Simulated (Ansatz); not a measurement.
# TaSi2 (P6_422) in Ansatz: band structure with PBEsol

Aim: the band structure of TaSi2 with PBEsol.

All numbers are computed with Ansatz 0.2.0; they aren't measurements. Logs are shortened: lines on timing, memory, paths and dates and some standing lists are left out, and cuts for length are marked.

## (1) The structure

The structure is hexagonal, space group P6_422 (No. 181). The conventional cell has a = 4.784 Å, b = 4.784 Å, c = 6.570 Å, α = 90.00°, β = 90.00°, γ = 120.00°. Around Ta (site symmetry 222) lie 10 Si at 2.61 to 2.83 Å. Around Si (site symmetry 2) lie 5 Si at 2.56 to 2.83 Å and 5 Ta at 2.61 to 2.83 Å.

## (2) Band structure, PBEsol

input.yaml

```yaml
crystal:
  lattice:
    - [4.7839, 0.0, 0.0]
    - [-2.39195, 4.1429789292, 0.0]
    - [0.0, 0.0, 6.57]
  atoms:
    - { symbol: Ta, position: [0.0, 0.5, 0.3333333333] }
    - { symbol: Ta, position: [0.5, 0.5, 0.6666666667] }
    - { symbol: Ta, position: [0.5, 0.0, 0.0] }
    - { symbol: Si, position: [0.31794, 0.15897, 0.3333333333] }
    - { symbol: Si, position: [0.15897, 0.84103, 0.6666666667] }
    - { symbol: Si, position: [0.84103, 0.68206, 0.0] }
    - { symbol: Si, position: [0.68206, 0.84103, 0.3333333333] }
    - { symbol: Si, position: [0.84103, 0.15897, 0.6666666667] }
    - { symbol: Si, position: [0.15897, 0.31794, 0.0] }
hamiltonian:
  xc: pbesol
  pseudopotentials: { kind: paw }
kpoints:
  mp_grid: { grid: [7, 7, 4] }
  band_path:
    path:
      - [[0.0, 0.0, 0.0], [0.5, 0.0, 0.0], [0.3333333333, 0.3333333333, 0.0], [0.0, 0.0, 0.0], [0.0, 0.0, 0.5], [0.5, 0.0, 0.5], [0.3333333333, 0.3333333333, 0.5], [0.0, 0.0, 0.5]]
      - [[0.5, 0.0, 0.5], [0.5, 0.0, 0.0]]
      - [[0.3333333333, 0.3333333333, 0.0], [0.3333333333, 0.3333333333, 0.5]]
    npoints: 10
scf:
  occupations: { method: fermi_dirac, width: 0.05 }
  n_extra_bands: 22
output:
  forces: true
  stress: true
  eigenvalues: true
  fatbands: true
  write_density: true
  write_potential: true
  elf: true
  volumetric_format: npy
```

Potentials or basis: Ansatz PAW.

Started as:

```console
$ ansatz run input.yaml --threads 4 --pin off --max-ram 11264MiB --backend cpu --events-out ev --progress --plain --runs-dir out
```

Standard output:

```text
Warning: RAYON_NUM_THREADS=4 ignored (pool sized by the plan → 4); use --threads N
scf.n_extra_bands = 22 over 32 filled bands (N_el = 63.0): the run solves 54 bands
Engine: ansatz 0.2.0, x86_64-unknown-linux-gnu
Pseudopotentials: kind: paw
Pseudopotential: Ta, paw, valence charge 13, recommended cutoff 420 eV (normal), Ta.paw.azcp
Pseudopotential: Si, paw, valence charge 4, recommended cutoff 420 eV (normal), Si.paw.azcp
Functional definition: PBEsol
  exchange = pbesol_x
  correlation = pbesol_c
Crystal: 9 atoms, lattice volume = 130.215 Å³
Basis set: ecut = 420 eV, 2523 PW (Γ), exchange–correlation on 64×64×90 points (8 copies of the dense FFT grid, shifted against one another)
Bands: 54, of which v1, the nominal top of the filled ones, is band 32 counted from 1 (31 counted from 0)
Symmetry: 12 space group operations
Space group: P6422 (ITA 181), of the structure as read, at distance tolerance 5.1e-5 Å
k-points: 24 of 196 (time reversal used)
Non-local potential: Ta, projectors of the file, l = 0: 3, l = 1: 2, l = 2: 2, l = 3: 1
Non-local potential: Si, projectors of the file, l = 0: 2, l = 1: 2, l = 2: 2
PAW form: soft (Blöchl's): semilocal exchange-correlation on the pseudo side does not see the compensation charge
PAW frozen core: Ta, regenerated for the run's functional, and the local potential with it (the file was generated under x = pbe(κ = 0.804, μ = 0.2195149727645171), c = pbe(β = 0.06672455060314922))
PAW frozen core: Si, regenerated for the run's functional, and the local potential with it (the file was generated under x = pbe(κ = 0.804, μ = 0.2195149727645171), c = pbe(β = 0.06672455060314922))
PAW one-centre angular grid: Ta, 590 points (default); XC on 64 Gauss nodes
PAW one-centre angular grid: Si, 110 points (default); XC on 64 Gauss nodes
Initial density: superposition of atomic densities (neutral atoms: chi_scale 0, normalization atom), corrected by the library's trained network
Initial wavefunctions: pseudopotential atomic-orbital guess
Functional: x = pbesol(κ = 0.804, μ = 0.12345679012345678), c = pbesol(β = 0.046)
SCF iter   1: F=—  HF=-33153.716215 eV  |F-HF|=—  |Δ(HF+E_count)|=         —  Δρ=5.06e-3  dr2=4.37e-2  ethr=1.77e-3  ⟨swp⟩=5.2  Hψ=5587  notcnv=0  defer=125
preconditioner: auto → Kerker (q_TF=auto, 2.417 Å⁻¹)  [metal: Δε(μ)=0.065 eV  Ē_g=9.556 eV  σ=0.050 eV  W_gap=0.30  n_scr=22 (ndim 8)  ℏωp=20.3 eV  f_vac=0.000  D(μ)=3.10/eV (n_scr^D=22)]
SCF iter   2: F=—  HF=-33153.711288 eV  |F-HF|=—  |Δ(HF+E_count)|=   4.93e-3  Δρ=2.99e-3  dr2=1.56e-2  ethr=6.94e-5  ⟨swp⟩=1.2  Hψ=1517  notcnv=0  defer=245
SCF iter   3: F=—  HF=-33153.708379 eV  |F-HF|=—  |Δ(HF+E_count)|=   2.91e-3  Δρ=2.45e-4  dr2=1.12e-4  ethr=2.47e-5  ⟨swp⟩=2.0  Hψ=1289  notcnv=0  defer=245
SCF iter   4: F=—  HF=-33153.708348 eV  |F-HF|=—  |Δ(HF+E_count)|=   3.11e-5  Δρ=5.28e-5  dr2=1.95e-6  ethr=1.78e-7  ⟨swp⟩=2.0  Hψ=1433  notcnv=0  defer=245
SCF iter   5: F=—  HF=-33153.708430 eV  |F-HF|=—  |Δ(HF+E_count)|=   8.17e-5  Δρ=8.85e-6  dr2=9.94e-8  ethr=3.10e-9  ⟨swp⟩=2.5  Hψ=1435  notcnv=0  defer=245
SCF iter   6: F=-33153.708430 eV  HF=-33153.708430 eV  |F-HF|=9.75e-10  |Δ(HF+E_count)|=   2.25e-8  Δρ=1.40e-6  dr2=2.47e-9  ethr=1.58e-10  ⟨swp⟩=12.4  Hψ=8824  notcnv=0
SCF 1 converged in 6 iterations: F = -33153.708430 eV  dr2 = 2.47e-9
NSCF: frozen V_eff on 93 k-points
SCF converged after 6 iterations
Free energy (F): -33153.708430 eV
Harris-Foulkes:  -33153.708430 eV  (|F-HF|=9.75e-10)
Internal energy: -33153.682344 eV  (E = F + TS)
E sigma→0 (E₀):  -33153.695387 eV
Entropy (-TS):   -0.026086 eV (-2.898 meV/atom)
Fermi energy:    15.071554 eV
--- Per-component energies (eV) ---
  E_band       = -261.398824
  E_kinetic    = 1362.182116
  E_local      = -2347.359277  (includes V_loc(G=0)·N_el)
  E_nonlocal   = 204.708274
  E_hartree    = 895.376379
  E_xc         = -991.535843
  E_vxc        = -908.825053  (∫ρ·V_xc dr)
  E_paw        = -27812.270793  (= ΣΔE_a)
  E_vpaw       = -362.858153  (= ΣTr[D̂ρ^β])
  E_aug_tail   = 0.000464  (compensation charges beyond the density's cutoff)
  E_ewald      = -4465.613967
  E_core_change = 0.830303  (= ΣΔE_core)
  E_smearing   = -0.026086  (= −TS)
  E_closure    = 0.000000  (closes the sum)
  Σ components = -33153.708430   (vs F -33153.708430, Δ=0.00e0)
--- Forces (eV/Å), atoms counted from 1 ---
  atom   1  Ta     0.00000000     0.00000000    -0.00000000
  atom   2  Ta     0.00000000     0.00000000     0.00000000
  atom   3  Ta    -0.00000000     0.00000000     0.00000000
  atom   4  Si     0.05112965     0.02951972    -0.00000000
  atom   5  Si     0.05112965    -0.02951972     0.00000000
  atom   6  Si    -0.00000000    -0.05903944    -0.00000000
  atom   7  Si    -0.05112965    -0.02951972     0.00000000
  atom   8  Si    -0.05112965     0.02951972    -0.00000000
  atom   9  Si    -0.00000000     0.05903944     0.00000000
  max |Σ_I F_I| component: 7.40e-17 eV/Å
--- Stress (GPa, compression-positive) ---
       -2.629536      -0.000000       0.000000
        0.000000      -2.629536       0.000000
        0.000000       0.000000      -1.474194
  P = ⅓ Tr σ = -2.2444 GPa (-22.444 kbar)
--- Band table (eV; the first three rows and the last of 24) ---
  k-point 0: bands = ["-52.5123", "-52.4969", "-52.4969", "-19.2022", "-19.2015", "-19.2015", "-19.1390", "-19.1390", "-19.0405", "-19.0379", "-19.0304", "-19.0304", "1.7179", "5.0391", "5.0391", "8.5319", "9.1523", "9.1523", "9.2480", "9.2480", "10.2883", "11.2389", "11.2389", "11.6168", "12.5472", "12.5472", "12.5852", "12.5852", "12.6647", "12.8938", "12.8938", "13.6085", "15.8023", "18.0428", "18.0428", "18.5231", "18.6272", "18.6316", "18.9636", "18.9636", "19.1143", "19.1143", "19.4441", "19.7857", "19.7857", "20.1638", "20.1638", "20.5928", "20.9030", "20.9030", "21.2227", "23.0035", "23.1694", "23.1694"]
  k-point 1: bands = ["-52.5109", "-52.5020", "-52.4932", "-19.2372", "-19.1918", "-19.1502", "-19.1449", "-19.1425", "-19.0537", "-19.0520", "-19.0445", "-19.0058", "1.9622", "3.7456", "6.3216", "8.7371", "8.7759", "9.1926", "9.6332", "9.6350", "10.1525", "10.2250", "10.6513", "11.0175", "12.3327", "12.6115", "12.8251", "12.8582", "12.9140", "13.0623", "13.5078", "14.1247", "16.5043", "17.3600", "17.8425", "18.3832", "18.4879", "18.5923", "18.9546", "18.9552", "19.1388", "19.2531", "19.3111", "19.4168", "19.9866", "20.0876", "20.3242", "20.4003", "20.6449", "21.8339", "22.1227", "22.5526", "22.5542", "23.2716"]
  k-point 2: bands = ["-52.5071", "-52.5071", "-52.4918", "-19.2499", "-19.1661", "-19.1661", "-19.1479", "-19.0957", "-19.0957", "-19.0529", "-19.0529", "-18.9958", "2.6672", "2.6672", "7.1167", "8.6374", "8.7843", "9.2335", "9.2335", "10.0218", "10.0218", "10.2042", "10.2042", "10.8939", "12.2923", "12.4114", "12.4114", "12.8457", "13.0688", "13.3118", "13.3118", "16.2124", "16.2124", "17.6990", "17.6990", "18.4896", "18.5743", "18.5743", "18.6437", "18.7402", "18.9535", "19.2552", "19.2552", "19.2984", "19.4988", "20.1292", "20.1292", "20.4538", "20.4538", "21.5740", "21.8386", "21.8386", "23.3607", "23.3607"]
  k-point 23: bands = ["-52.5070", "-52.5009", "-52.4980", "-19.2448", "-19.2182", "-19.2174", "-19.1264", "-19.1062", "-19.0677", "-19.0308", "-19.0293", "-19.0075", "4.4451", "4.4755", "5.3174", "6.1354", "6.2721", "7.3669", "9.7491", "9.8367", "10.6115", "10.8207", "12.1974", "12.2715", "12.4502", "12.5379", "12.5490", "12.6647", "13.9593", "14.5473", "14.5801", "15.0961", "16.1482", "16.7479", "16.8345", "17.3454", "17.3679", "17.9975", "18.4002", "18.5500", "18.8064", "18.9578", "19.0821", "19.5927", "20.2447", "20.4501", "21.1326", "21.2498", "21.5809", "21.6509", "21.9709", "22.3972", "22.8979", "22.9207"]
```

Run time: 5.6 s. Hardware: 4 threads of AMD EPYC 9R45 (Zen 5), shared host; peak memory 0.78 GiB.

What came out:

```
Free energy            : -33153.7084 eV
Pressure               : -2.2 GPa
Largest force          : 0.059 eV/Å
Band gap on the k mesh : none (metal or under the smearing width)
```

Forces in eV/Å, atoms in the order of the input:
```
Ta   0.000  0.000  0.000
Ta   0.000  0.000  0.000
Ta   0.000  0.000  0.000
Si   0.051  0.030  0.000
Si   0.051 -0.030  0.000
Si   0.000 -0.059  0.000
Si  -0.051 -0.030  0.000
Si  -0.051  0.030  0.000
Si   0.000  0.059  0.000
```

Levels at the corners of the path, in eV from the Fermi level:
| point | band 28 | band 29 | band 30 | band 31 | band 32 | band 33 | band 34 | band 35 | band 36 | band 37 |
| --- | --- | --- | --- | --- | --- | --- | --- | --- | --- | --- |
| Γ | -2.49 | -2.41 | -2.18 | -2.18 | -1.46 | 0.73 | 2.97 | 2.97 | 3.45 | 3.56 |
| M | -2.06 | -1.08 | -0.74 | -0.09 | -0.03 | 0.87 | 1.20 | 1.58 | 1.96 | 2.29 |
| K | -1.72 | -1.71 | -1.71 | 0.35 | 0.35 | 0.57 | 2.12 | 2.12 | 2.21 | 2.21 |
| Γ | -2.49 | -2.41 | -2.18 | -2.18 | -1.46 | 0.73 | 2.97 | 2.97 | 3.45 | 3.56 |
| A | -2.23 | -2.00 | -1.76 | -1.76 | 1.14 | 1.14 | 2.63 | 2.63 | 3.42 | 3.50 |
| L | -2.04 | -2.02 | -1.82 | -0.68 | -0.26 | 1.56 | 1.96 | 2.53 | 2.57 | 2.59 |
| H | -2.35 | -0.74 | -0.74 | -0.15 | -0.15 | 0.94 | 1.57 | 1.57 | 2.31 | 2.85 |
| A | -2.23 | -2.00 | -1.76 | -1.76 | 1.14 | 1.14 | 2.63 | 2.63 | 3.42 | 3.50 |
| L | -2.04 | -2.02 | -1.82 | -0.68 | -0.26 | 1.56 | 1.96 | 2.53 | 2.57 | 2.59 |
| M | -2.06 | -1.08 | -0.74 | -0.09 | -0.03 | 0.87 | 1.20 | 1.58 | 1.96 | 2.29 |
| K | -1.72 | -1.71 | -1.71 | 0.35 | 0.35 | 0.57 | 2.12 | 2.12 | 2.21 | 2.21 |
| H | -2.35 | -0.74 | -0.74 | -0.15 | -0.15 | 0.94 | 1.57 | 1.57 | 2.31 | 2.85 |

Caveat: spin-orbit coupling is left out, which moves the levels of the heavy elements; the PAW data sets come from PBE, with cores solved anew for the run's functional, which leaves a small shift of forces and pressure.

## (3) For comparison

An earlier run on the cell as given: functional PBEsol; potentials or basis Ansatz PAW; cutoff 420 eV (not typed: the program's choice for these potentials); k mesh 7 × 7 × 4; occupations fermi-dirac, width 0.05 eV; no spin polarisation.

- Pressure: -2.2 GPa
- Largest force: 0.059 eV/Å
- Band gap on the k mesh: none (metal or under the smearing width)
